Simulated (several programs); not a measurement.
# Many methods on one cell: HfO₂ (P2_1/c)

HfO₂ (started from an entry of an open crystallographic database), relaxed with r2SCAN in Ansatz, was computed with several methods. Space group P2_1/c (No. 14), monoclinic; conventional cell a = 5.114 Å, b = 5.181 Å, c = 5.295 Å, β = 99.5°, 11.53 Å³ an atom. Hf has 7 O at 2.04–2.25 Å; O has 4 Hf at 2.14–2.25 Å; O has 3 Hf at 2.04–2.14 Å. Spin-unpolarised throughout; all numbers are computed.

```cif
data_structure
_symmetry_space_group_name_H-M 'P 1'
_symmetry_Int_Tables_number 1
_cell_length_a 5.1138
_cell_length_b 5.1815
_cell_length_c 5.2949
_cell_angle_alpha 90.000
_cell_angle_beta 99.452
_cell_angle_gamma 90.000
_cell_volume 138.39
loop_
_atom_site_label
_atom_site_type_symbol
_atom_site_fract_x
_atom_site_fract_y
_atom_site_fract_z
_atom_site_occupancy
Hf1 Hf 0.27619 0.04183 0.20820 1
Hf2 Hf 0.72381 0.54183 0.29180 1
Hf3 Hf 0.72381 0.95817 0.79180 1
Hf4 Hf 0.27619 0.45817 0.70820 1
O1 O 0.44792 0.75769 0.47851 1
O2 O 0.55208 0.25769 0.02149 1
O3 O 0.55208 0.24231 0.52149 1
O4 O 0.44792 0.74231 0.97851 1
O5 O 0.07017 0.33391 0.34392 1
O6 O 0.92983 0.83391 0.15608 1
O7 O 0.92983 0.66609 0.65608 1
O8 O 0.07017 0.16609 0.84392 1
```

Gaps and times are for a single point on this cell; volume and bulk modulus come from each method's own relaxation or energy curve at fixed shape, which is too stiff where a cell has free coordinates or axes. Times are rough, from shared hosts (Arm Neoverse V1), and each method has its own mesh and cell size. A double dagger marks a value from a curve with shape and coordinates held. PM6 (MOPAC), PM7 (MOPAC), GFN1-xTB (tblite), GFN2-xTB (tblite) treat a cluster of cells at its zone centre, which samples few k points: where these miss a band edge, the gap comes out too large for that reason alone. Gaps from k meshes are read at a limited set of points (mesh, symmetry points, PBE's band edges), so each method's own least gap may be somewhat smaller. xTB and the PM methods were fitted mostly to molecules, and can miss a solid's gap by electronvolts. Minimal bases can be far off for gaps. Times of the plane-wave ladder aren't listed, since it ran on unlike processors and cards. d marks a direct gap, i an indirect one (no mark: not told apart), a dash a value that wasn't computed or didn't pass its checks.

| method | kind | gap (eV) | own volume (Å³/atom) | bulk modulus (GPa) | atoms computed | processor time |
| --- | --- | --- | --- | --- | --- | --- |
| PBEsol | semilocal | – | 11.43 | – | 12 | – |
| GFN1-xTB (tblite) | tight binding | 1.95 | 12.28‡ | 79‡ | cluster | 6 s |
| light PBE (260 eV and a coarse mesh) | light plane-wave | 4.06 i | – | – | 12 | 6 s |
| GFN2-xTB (tblite) | tight binding | 1.38 | – | – | cluster | 14 s |
| PM7 (MOPAC) | semi-empirical | 9.78 | 10.55‡ | 625‡ | cluster | 16 s |
| PBE/SZV (CP2K) | small basis | 3.31 i | 11.52‡ | 253‡ | 12 | 37 s |
| PM6 (MOPAC) | semi-empirical | 4.86 | – | – | cluster | 42 s |
| PBE | semilocal | 4.09 i | 11.83 | 232‡ | 12 | – |
| LDA | semilocal | 3.90 i | 11.12 | – | 12 | – |
| PBE/DZVP (CP2K) | small basis | 4.02 i | 11.46‡ | 242‡ | 12 | 2.3 min |
| r2SCAN | semilocal | 4.60 i | 11.53 | 255‡ | 12 | – |
| HSE06 | hybrid | 5.69 i | – | – | 12 | – |
| PBE0 | hybrid | 6.45 i | – | – | 12 | – |
| DDH-PBE0 | hybrid | 6.02 i | – | – | 12 | – |
| Hartree-Fock | exact exchange | 14.39 i | – | – | 12 | – |

Against HSE06 (5.69 eV) and with closed or daggered gaps left aside, the nearest gap at the points sampled is that of DDH-PBE0 (+0.33 eV) and the farthest that of Hartree-Fock (+8.70 eV). HSE06 is only a yardstick of convenience: for gaps this wide it usually falls short of measured ones, so a larger value can be the better one.

Volumes against r2SCAN's: PBEsol -0.9 %, PBE +2.6 %, LDA -3.6 %.

Runs without a result: GLLB-SC (GPAW) (single point, out of time).

No spin-orbit coupling is included; it can move band edges with weight on the heavy atoms by tenths of an eV.
